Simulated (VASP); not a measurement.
B:

```
B
1.0
     1.20266   -3.81508    0.00000
     1.20266    3.81508    0.00000
     0.00000    0.00000    3.18287
B
4
Direct
  0.09800 0.90200 0.91000
  0.59800 0.40200 0.59000
  0.90200 0.09800 0.09000
  0.40200 0.59800 0.41000
```

The cell was built by a generator and needn't be a form met in nature.

| Property | Result |
| --- | --- |
| Program | VASP 6.6.1 |
| Task | relaxation of cell and atoms |
| Functional | PBEsol |
| Potentials or basis | VASP PAW PBE potentials, release 64 (B) |
| Cutoff | 600 eV |
| k mesh | 8 × 8 × 6 |
| Occupations | gaussian, width 0.1 eV |
| Spin | no spin polarisation |

At the start: pressure 40.7 GPa; volume 7.30 Å³/atom.

**Question.** Where does the relaxation end?

**Answer.** Over 35 steps the energy falls by 1498.6 meV/atom and the volume is 6.31 Å³/atom (-13.5 %); space group Cmce (No. 64, to 0.05 Å).

The path:
| step | energy change (eV) | largest force (eV/Å) | pressure (GPa) | volume (Å³) |
| --- | --- | --- | --- | --- |
| 1 | 0.0000 | 2.6282 | 40.71 | 29.21 |
| 2 | -0.1669 | 1.2572 | -28.38 | 37.74 |
| 3 | -0.7794 | 0.5351 | -5.20 | 33.21 |
| 4 | -0.7801 | 0.5447 | -4.39 | 33.10 |
| 5 | -0.9402 | 0.4685 | -4.44 | 32.54 |
| 6 | -1.7174 | 0.8559 | -4.90 | 30.74 |
| 7 | -3.8994 | 1.2451 | -0.14 | 26.67 |
| 8 | 7.0075 | 8.0169 | 323.77 | 17.39 |
| 9 | -2.7369 | 4.7892 | 22.30 | 26.03 |
| 10 | -2.7817 | 1.6677 | 77.10 | 21.81 |
| 11 | -3.1660 | 4.3747 | 39.96 | 23.90 |
| 12 | -3.2062 | 3.5742 | 50.40 | 23.14 |
| 13 | -3.1784 | 3.2421 | 55.08 | 22.86 |
| 14 | -3.1930 | 3.0999 | 55.30 | 22.84 |
| 15 | -3.2215 | 2.6764 | 56.06 | 22.77 |
| 16 | -3.2032 | 1.8761 | 58.67 | 22.63 |
| 17 | -3.2252 | 2.3850 | 56.81 | 22.72 |
| 18 | -3.2522 | 2.3728 | 55.97 | 22.76 |
| 19 | -3.3321 | 2.3387 | 53.50 | 22.87 |
| 20 | -3.4865 | 2.2837 | 48.69 | 23.10 |
| 21 | -3.7723 | 2.1131 | 39.57 | 23.57 |
| 22 | -4.2645 | 1.8280 | 22.83 | 24.50 |
| 23 | -4.9124 | 1.2306 | -2.99 | 26.41 |
| 24 | -5.0358 | 0.3192 | -34.02 | 30.41 |
| 25 | -5.1566 | 0.6274 | -24.38 | 28.79 |
| 26 | -5.3987 | 0.5296 | -23.79 | 28.50 |
| 27 | -5.8294 | 0.3062 | -19.49 | 27.54 |
| 28 | -5.8628 | 0.2861 | -17.40 | 27.21 |
| 29 | -5.9487 | 0.2103 | -10.15 | 26.33 |
| 30 | -5.9893 | 0.1842 | -0.58 | 25.34 |
| 31 | -5.9897 | 0.1888 | 0.65 | 25.23 |
| 32 | -5.9925 | 0.1180 | 0.44 | 25.23 |
| 33 | -5.9941 | 0.0421 | 0.19 | 25.24 |
| 34 | -5.9941 | 0.0417 | 0.19 | 25.24 |
| 35 | -5.9944 | 0.0084 | 0.06 | 25.26 |

Final structure:
```
B
1.0
     1.46154   -2.65669    0.00000
     1.46154    2.65669    0.00000
     0.00000    0.00000    3.25225
B
4
Direct
  0.15632 0.84368 0.90962
  0.65632 0.34368 0.59038
  0.84368 0.15632 0.09038
  0.34368 0.65632 0.40962
```

Caveat: the PAW data sets were made with another functional, which shifts forces and pressure a little.
